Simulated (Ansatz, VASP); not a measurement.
Two plane-wave programs on Ca

File INCAR:

```
SYSTEM = Ca
PREC = Accurate ; ENCUT = 520
EDIFF = 1E-6 ; ISMEAR = -1
SIGMA = 0.1 ; LREAL = .FALSE.
LASPH = .TRUE. ; NELM = 100
ALGO = Fast ; ISIF = 2
LWAVE = .FALSE. ; LCHARG = .FALSE.
GGA = B5 ; ALDAX = 1.0
AGGAX = 1.0 ; AGGAC = 1.0
ALDAC = 0.0 ; NBANDS = 28
```

File KPOINTS:

```
Automatic mesh
0
G
  11 11 3
  0 0 0
```

File POSCAR:

```
Ca
1.0
    3.9708810683      0.0000000000      0.0000000000
   -1.9854405342      3.4388838806      0.0000000000
    0.0000000000      0.0000000000     13.0127666094
Ca
4
Direct
    0.0000000000      1.0000000000      0.0000000000
    0.0000000000      1.0000000000      0.5000000000
    0.3333333333      0.6666666667      0.2500000000
    0.6666666667      0.3333333333      0.7500000000
```

Input for Ansatz:

```yaml
crystal:
  lattice:
    - [3.9708810683, 0.0, 0.0]
    - [-1.9854405342, 3.4388838806, 0.0]
    - [0.0, 0.0, 13.0127666094]
  atoms:
    - { symbol: Ca, position: [0.0, 1.0, 0.0] }
    - { symbol: Ca, position: [0.0, 1.0, 0.5] }
    - { symbol: Ca, position: [0.3333333333, 0.6666666667, 0.25] }
    - { symbol: Ca, position: [0.6666666667, 0.3333333333, 0.75] }
hamiltonian:
  xc: blyp
  pseudopotentials:
    kind: paw
    azcp:
      Ca: "pseudopotentials/Ca.paw.azcp"
basis:
  ecutwfc: 420
  fft_grid_basis: typed
kpoints:
  mp_grid: { grid: [11, 11, 3], shift: [0, 0, 0] }
magnetization:
  spin_polarized: false
scf:
  occupations: { method: fermi_dirac, width: 0.1 }
  lower_state_search: "off"
output:
  stress: true
```

Alike in both runs: task single point; functional BLYP; k mesh 11 × 11 × 3; occupations fermi-dirac, width 0.1 eV; no spin polarisation.

|  | VASP | Ansatz |
| --- | --- | --- |
| version | VASP 6.6.1 | Ansatz 0.2.0 |
| potentials or method | VASP PAW PBE potentials, release 64 (Ca_sv) | plane waves (420 eV) with PAW, scalar-relativistic |
| plane-wave cutoff (eV) | 520 | 420 |
| valence electrons in the cell | 40 | 40 |

|  | VASP | Ansatz | Ansatz less VASP |
| --- | --- | --- | --- |
| pressure (GPa) | -0.6 | -0.6 | 0.00 |

Caveats: the PAW data sets were made with another functional, which shifts forces and pressure a little (VASP).
